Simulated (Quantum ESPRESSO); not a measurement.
Cs:

```xyz
1
Lattice="3.0190 -4.3381 0.0000 3.0190 4.3381 0.0000 -2.5749 0.0000 4.4139" Properties=species:S:1:pos:R:3 pbc="T T T"
Cs   -1.2875    0.0000    2.2069
```

This isn't the form of Cs at room conditions, which is bcc.

| Item | Value |
| --- | --- |
| Program | Quantum ESPRESSO 7.5 |
| Task | single point |
| Functional | PBE |
| Potentials or basis | SSSP 1.3 efficiency PBE |
| Cutoff | 748 eV |
| Density cutoff | 5987 eV |
| k mesh | 6 × 6 × 6 |
| Occupations | fermi-dirac, width 0.05 eV |
| Spin | no spin polarisation |

On this cell: pressure 0.0 GPa; band gap on the k mesh none (metal or under the smearing width).

The same run follows on a disturbed copy (cell strained at random at fixed volume):

```
Cs
1.0
     2.98138   -4.27939    0.11490
     3.00901    4.29861   -0.01089
    -2.47859   -0.07219    4.45791
Cs
1
Cartesian
  -1.2132 -0.0521 2.2662
```

Problem. What changes?

Solution. The energy (extrapolated to zero smearing) moves by +1.5 meV/atom; pressure 0.0 GPa; band gap on the k mesh none (metal or under the smearing width).

Stress tensor (GPa, compression positive):
```
 0.05  0.00 -0.09
 0.00  0.07  0.01
-0.09  0.01  0.00
```
